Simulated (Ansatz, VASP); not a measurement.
# H4C3 (C wire along [100], 9 atoms a period, H-terminated): VASP beside Ansatz, part 2 of 2

Aim: how closely do two programs agree when they are given the same cell, functional and k mesh? The cell is taken from a series of runs on this material, whose earlier steps may have relaxed, scaled, displaced or heated it; both programs get it as it stands.

VASP 6.6.1 and Ansatz 0.2.0.

So far. Step 2 (VASP: single point, HSE06): The gap is read on the k-mesh alone, so it is an upper bound where the band edges lie off the mesh. The k-mesh is coarse for exact exchange; levels may shift by about 0.1 eV on a finer one. The PAW data sets were made with PBE, which is usual practice but a small mismatch for other functionals.

## (3) Ansatz: single point, HSE06

Level of this step: Ansatz beside VASP: Kohn-Sham DFT, plane waves, HSE06 (Ansatz).

Ansatz runs on its PAW soft_1 files.

The same cell, functional, mesh and smearing now go to Ansatz, which takes its cutoff from its data sets.

File input.yaml:

```yaml
crystal:
  lattice:
    - [11.663, 0.0, 0.0]
    - [0.0, 11.663, 0.0]
    - [0.0, 0.0, 3.7403258565]
  atoms:
    - { symbol: C, position: [0.500011344, 0.500011344, 0.0] }
    - { symbol: H, position: [0.368565313, 0.368565313, 0.099166392] }
    - { symbol: H, position: [0.631457374, 0.631457374, 0.099166392] }
    - { symbol: C, position: [0.424844155, 0.424844155, 0.25607356] }
    - { symbol: C, position: [0.575178532, 0.575178532, 0.25607356] }
    - { symbol: H, position: [0.292533672, 0.555344939, 0.341384193] }
    - { symbol: H, position: [0.444677748, 0.707489015, 0.341384193] }
    - { symbol: H, position: [0.555344939, 0.292533672, 0.341384193] }
    - { symbol: H, position: [0.707489015, 0.444677748, 0.341384193] }
    - { symbol: C, position: [0.349530139, 0.500011344, 0.5] }
    - { symbol: C, position: [0.500011344, 0.349530139, 0.5] }
    - { symbol: C, position: [0.500011344, 0.650492548, 0.5] }
    - { symbol: C, position: [0.650492548, 0.500011344, 0.5] }
    - { symbol: H, position: [0.292533672, 0.444677748, 0.658615807] }
    - { symbol: H, position: [0.444677748, 0.292533672, 0.658615807] }
    - { symbol: H, position: [0.555344939, 0.707489015, 0.658615807] }
    - { symbol: H, position: [0.707489015, 0.555344939, 0.658615807] }
    - { symbol: C, position: [0.424844155, 0.575178532, 0.74392644] }
    - { symbol: C, position: [0.575178532, 0.424844155, 0.74392644] }
    - { symbol: H, position: [0.368565313, 0.631457374, 0.900833608] }
    - { symbol: H, position: [0.631457374, 0.368565313, 0.900833608] }
kpoints:
  mp_grid: { grid: [1, 1, 9] }
scf:
  occupations: { method: fermi_dirac, width: 0.05 }
hamiltonian:
  xc: hse06
  pseudopotentials: { kind: paw, azcp: { folder: soft_1 } }
```

The run is started by

```sh
$ ansatz run input.yaml --threads 4 --pin off --max-ram 16384MiB --backend cpu --events-out ev --progress --plain --runs-dir out
```

Numbers of over 12 decimals in the logs are rounded to 6 here.

What it wrote:

```text
Engine: ansatz 0.2.0, aarch64-unknown-linux-gnu
Pseudopotentials: kind: paw
Pseudopotential: C, paw, valence charge 4, recommended cutoff 420 eV (normal), soft_1/C.paw.azcp
Pseudopotential: H, paw, valence charge 1, recommended cutoff 420 eV (normal), soft_1/H.paw.azcp
Functional definition: HSE06
  parameter a = 0.25
  parameter omega = 0.11/bohr
  exchange = pbe_x - a*pbe_x_sr(omega) + a*exact_x_sr(omega)
  correlation = pbe_c
Crystal: 21 atoms, lattice volume = 508.780 Å³
Basis set: ecut = 420 eV, 10021 PW (Γ)
Bands: 45, of which v1, the nominal top of the filled ones, is band 24 counted from 1 (23 counted from 0)
Symmetry: 8 space group operations
Space group: P-42m (ITA 111), of the structure as read, at distance tolerance 8.0e-5 Å
k-points: 5 of 9
Non-local potential: C, projectors of the file, l = 0: 2, l = 1: 2, l = 2: 1
Non-local potential: H, projectors of the file, l = 0: 2, l = 1: 1
PAW form: soft (Blöchl's): semilocal exchange-correlation on the pseudo side does not see the compensation charge
PAW frozen core: C, regenerated for the run's functional, and the local potential with it (the file was generated under x = pbe(κ = 0.804, μ = 0.219515), c = pbe(β = 0.066725))
PAW one-centre angular grid: C, 110 points (default); XC on 64 Gauss nodes
PAW one-centre angular grid: H, 110 points (default); XC on 64 Gauss nodes
Initial density: superposition of atomic densities (neutral atoms: chi_scale 0, normalization atom)
Initial wavefunctions: pseudopotential atomic-orbital guess
Functional: x = pbe(κ = 0.804, μ = 0.219515), c = pbe(β = 0.066725), warm-up for x = pbe(κ = 0.804, μ = 0.219515) + 0.25 (exact − pbe) at short range (hse, ω = 0.207870 Å⁻¹), c = pbe(β = 0.066725); HSE06 as pw.x's `hse` composes it (authors' and Libxc's form: `xc: wpbeh`)
iter 1 solved again at ethr=6.09e-2 eV; its pass at ethr=1.00e-1 eV (dr2=2.92e1 eV) is discarded
SCF iter   1: F=—  HF=-2461.347764 eV  |F-HF|=—  |Δ(HF+E_count)|=         —  Δρ=6.95e-2  dr2=2.93e1  ethr=6.09e-2  ⟨swp⟩=2.6  Hψ=1316  notcnv=0
preconditioner: auto → none  [insulator: Δε(μ)=7.921 eV  Ē_g=16.939 eV  σ=0.050 eV  W_gap=1.00  n_scr=46 (ndim 8)  ℏωp=11.4 eV  f_vac=0.632  D(μ)=0.00/eV (n_scr^D=0)]
SCF iter   2: F=—  HF=-2452.361385 eV  |F-HF|=—  |Δ(HF+E_count)|=    8.99e0  Δρ=3.19e-2  dr2=4.35e0  ethr=6.09e-2  ⟨swp⟩=7.0  Hψ=784  notcnv=0
SCF iter   3: F=—  HF=-2451.311766 eV  |F-HF|=—  |Δ(HF+E_count)|=    1.05e0  Δρ=1.32e-2  dr2=8.21e-1  ethr=9.06e-3  ⟨swp⟩=6.0  Hψ=681  notcnv=0
SCF iter   4: F=—  HF=-2451.109969 eV  |F-HF|=—  |Δ(HF+E_count)|=   2.02e-1  Δρ=4.24e-3  dr2=8.26e-2  ethr=1.71e-3  ⟨swp⟩=6.6  Hψ=679  notcnv=0
iter 5 solved again at ethr=3.91e-6 eV; its pass at ethr=1.72e-4 eV (dr2=1.88e-3 eV) is discarded
SCF iter   5: F=—  HF=-2451.088846 eV  |F-HF|=—  |Δ(HF+E_count)|=   2.11e-2  Δρ=8.38e-4  dr2=1.87e-3  ethr=3.91e-6  ⟨swp⟩=3.2  Hψ=1010  notcnv=0
SCF iter   6: F=-2451.089243 eV  HF=-2451.089153 eV  |F-HF|=9.03e-5  |Δ(HF+E_count)|=   3.07e-4  Δρ=2.46e-4  dr2=1.44e-4  ethr=3.89e-6  ⟨swp⟩=2.0  Hψ=345  notcnv=0
SCF 1 stopped early in 6 iterations: F = -2451.089243 eV  dr2 = 1.44e-4
  greatest PAW one-centre occupation: 0.652 electrons in one spin orbital (limit 2), on the C atom at site 12 (counted from 0), in its partial waves of l = 0
Initial density: handed on by an earlier stage of this run
Initial wavefunctions: those handed on with the density
Functional: x = pbe(κ = 0.804, μ = 0.219515) + 0.25 (exact − pbe) at short range (hse, ω = 0.207870 Å⁻¹), c = pbe(β = 0.066725); HSE06 as pw.x's `hse` composes it (authors' and Libxc's form: `xc: wpbeh`)
Exchange kernel: α = 0.2500, screened, ω = 0.2079 Å⁻¹, Wigner–Seitz truncation, v(0) = 994.1385 eV·Å³, q-mesh 1×1×9, nearest image of the exchange supercell L = 11.66 Å, pair-density grid 80×80×25, without the augmentation charges, whose exchange is taken in its separable form by FFT convolution over the k-point mesh (the finest that the files' search goes to), smooth part of the exact exchange by density-matrix convolution
Frozen-core exchange: fock
SCF iter   1: F=—  HF=-2452.070907 eV  |F-HF|=—  |Δ(HF+E_count)|=         —  Δρ=3.35e-3  dr2=2.52e-2  ethr=3.01e-6  ⟨swp⟩=16.8  Hψ=1480  notcnv=0
preconditioner: auto → none  [insulator: Δε(μ)=5.307 eV  Ē_g=15.780 eV  σ=0.050 eV  W_gap=1.00  n_scr=46 (ndim 8)  ℏωp=11.4 eV  f_vac=0.693  D(μ)=0.00/eV (n_scr^D=0)]
SCF iter   2: F=—  HF=-2452.061510 eV  |F-HF|=—  |Δ(HF+E_count)|=   9.40e-3  Δρ=1.16e-3  dr2=3.41e-3  ethr=3.01e-6  ⟨swp⟩=4.0  Hψ=531  notcnv=0
SCF iter   3: F=—  HF=-2452.069738 eV  |F-HF|=—  |Δ(HF+E_count)|=   8.23e-3  Δρ=1.95e-4  dr2=1.05e-4  ethr=3.01e-6  ⟨swp⟩=4.0  Hψ=484  notcnv=0  defer=1
SCF iter   4: F=—  HF=-2452.069711 eV  |F-HF|=—  |Δ(HF+E_count)|=   2.75e-5  Δρ=4.58e-5  dr2=1.74e-5  ethr=1.96e-7  ⟨swp⟩=3.4  Hψ=506  notcnv=0  defer=1
SCF iter   5: F=-2452.069801 eV  HF=-2452.069805 eV  |F-HF|=3.65e-6  |Δ(HF+E_count)|=   9.44e-5  Δρ=4.15e-5  dr2=5.94e-6  ethr=2.01e-8  ⟨swp⟩=5.6  Hψ=717  notcnv=0  defer=1
SCF 2 stopped early in 5 iterations: F = -2452.069801 eV  dr2 = 5.94e-6
  greatest PAW one-centre occupation: 0.655 electrons in one spin orbital (limit 2), on the C atom at site 12 (counted from 0), in its partial waves of l = 0
hybrid outer 1: dexx = +1.067e-2 eV, tail = 5.11e-5 eV
Exchange kernel: α = 0.2500, screened, ω = 0.2079 Å⁻¹, Wigner–Seitz truncation, v(0) = 994.1385 eV·Å³, q-mesh 1×1×9, nearest image of the exchange supercell L = 11.66 Å, pair-density grid 80×80×25, without the augmentation charges, whose exchange is taken in its separable form by FFT convolution over the k-point mesh (the finest that the files' search goes to), smooth part of the exact exchange by density-matrix convolution
Frozen-core exchange: fock
SCF iter   1: F=—  HF=-2452.069889 eV  |F-HF|=—  |Δ(HF+E_count)|=         —  Δρ=2.73e-5  dr2=3.23e-6  ethr=5.33e-7  ⟨swp⟩=8.0  Hψ=603  notcnv=0
preconditioner: auto → none  [insulator: Δε(μ)=5.319 eV  Ē_g=15.778 eV  σ=0.050 eV  W_gap=1.00  n_scr=46 (ndim 8)  ℏωp=11.4 eV  f_vac=0.695  D(μ)=0.00/eV (n_scr^D=0)]
iter 2 solved again at ethr=2.04e-10 eV; its pass at ethr=5.83e-9 eV (dr2=9.79e-8 eV) is discarded
SCF iter   2: F=—  HF=-2452.069889 eV  |F-HF|=—  |Δ(HF+E_count)|=   4.64e-7  Δρ=6.94e-6  dr2=1.48e-7  ethr=2.04e-10  ⟨swp⟩=4.6  Hψ=919  notcnv=0  defer=6
SCF iter   3: F=-2452.069889 eV  HF=-2452.069889 eV  |F-HF|=2.82e-8  |Δ(HF+E_count)|=   4.49e-7  Δρ=2.54e-6  dr2=3.60e-8  ethr=2.02e-10  ⟨swp⟩=4.8  Hψ=542  notcnv=0  defer=1
SCF 3 converged in 3 iterations: F = -2452.069889 eV  dr2 = 3.60e-8
hybrid outer 2: dexx = +6.368e-7 eV, tail = 8.59e-8 eV, Δε = 2.45e-3 eV (about 1.18e-4 eV left of the loop's levels)
hybrid SCF converged: 2 outer / 8 inner (+6 warm-up), last move |dexx| = 6.37e-7 eV, tail = 8.59e-8 eV
Stability not checked: this state was not tested for a lower state beside it, because the functional holds exact exchange (a hybrid, or Hartree-Fock), whose exchange loop this test does not read (fock_operator; see scf.lower_state_search)
Free energy (F): -2452.069889 eV
Frozen-core exchange: fock
Harris-Foulkes:  -2452.069889 eV  (|F-HF|=2.82e-8)
Internal energy: -2452.069889 eV  (E = F + TS)
E sigma→0 (E₀):  -2452.069889 eV
Fermi energy:    -1.598295 eV
--- Per-component energies (eV) ---
  E_band       = -523.419601
  E_kinetic    = 968.118669
  E_local      = -10543.376533  (includes V_loc(G=0)·N_el)
  E_nonlocal   = 209.754940
  E_hartree    = 4827.410534
  E_xc         = -433.846632
  E_vxc        = -534.467211  (∫ρ·V_xc dr)
  E_exx        = -104.725390  (= α·E_x^exact, valence–valence)
  E_paw        = -904.785947  (= ΣΔE_a)
  E_vpaw       = -68.793583  (= ΣTr[D̂ρ^β])
  E_aug_tail   = -0.012755  (compensation charges beyond the density's cutoff)
  E_ewald      = 3529.548188
  E_core_change = -0.154964  (= ΣΔE_core)
  E_smearing   = -0.000000  (= −TS)
  E_closure    = -0.000000  (closes the sum)
  Σ components = -2452.069889   (vs F -2452.069889, Δ=4.55e-13)
--- Band table (eV; the first three rows and the last of 5) ---
  k-point 0: bands = [... 20 lower, -6.6159, -5.3903, -4.2743, -4.2743, 1.0456]
  k-point 1: bands = [... 20 lower, -6.5896, -5.2996, -4.4571, -4.4571, 1.1922]
  k-point 2: bands = [... 20 lower, -6.5215, -5.1381, -4.9371, -4.9371, 1.6070]
  k-point 4: bands = [... 20 lower, -6.3254, -5.9403, -5.9403, -5.3418, 3.0734]
  guard bands above this table: 20 of the run's 45 bands. The solve was not asked for them (output.publish_guard_bands: true or output.eigenvalues: true publishes all)
```

Reading the cycles: dr2 is the Hartree energy of the density residual (eV), the measure of convergence; HF is the Harris–Foulkes estimate of the energy, which meets the free energy F at convergence.

## (4) Differences

Known differences besides the potentials themselves: exact exchange at q = 0 is treated differently, which shows on coarse meshes; VASP keeps PBE cores, Ansatz makes them for the functional; the cutoff is 420 eV in Ansatz and 520 eV in VASP (PREC = Accurate, projectors in real space); VASP takes a coarser grid for exact exchange (PRECFOCK = Fast). Total energies have different zeros and are not compared.

Both answers:

```csv
quantity,Ansatz,VASP,difference
gap on the k mesh (eV),5.320,5.306,+0.013
```

A gap on the mesh is an upper bound, since the band edges may lie between its points.

## (5) Summary of results

- difference in gap on the k mesh (single point, HSE06): 0.013 eV

In words: The difference in gap on the k mesh is 0.013 eV (single point, HSE06), within the 0.08 eV picked in this series as the mark of a large difference. Such differences can come from data sets, numerical settings and the points named under the comparisons, not from the functional's error against experiment.

[Lines on the potential files, build, host, timing and source positions are cut from VASP's logs without a mark.]

[Logs are printed without paths, hosts, clocks, repeated set-up lines and the standing remarks that a program may print on its own settings, such as how far it seeks lower states.]

[Hosts, paths, dates, database ids (printed as entryN), source tags and the programs' standing remarks are cut or masked in the printed files.]
